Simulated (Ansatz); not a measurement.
The system is TePb.

```
Pb Te
1.0
     0.00000    3.23100    3.23100
     3.23100    0.00000    3.23100
     3.23100    3.23100    0.00000
Pb Te
1 1
Direct
  0.00000 0.00000 0.00000
  0.50000 0.50000 0.50000
```

Program: Ansatz 0.2.0. Alike in all runs: potentials or basis Ansatz PAW; cell as given; k mesh 7 × 7 × 7. Hardware: 2 threads of Arm Neoverse V2 (shared host).

Problem. Order these runs on this cell by their wall time, lowest first.
A. task Born charges; level r2SCAN; spin off; cutoff (eV) 500; smearing fixed
B. task band structure; level LDA; spin SOC, no magnetisation; cutoff (eV) 420; smearing fermi-dirac 0.05 eV; points for each segment of the path 14
C. task band structure; level revPBE; spin off; cutoff (eV) 420; smearing fermi-dirac 0.05 eV; points for each segment of the path 14

Solution. C (3.9 s), B (32 s), A (98 s).

Runs at the PBE level aren't shown here.
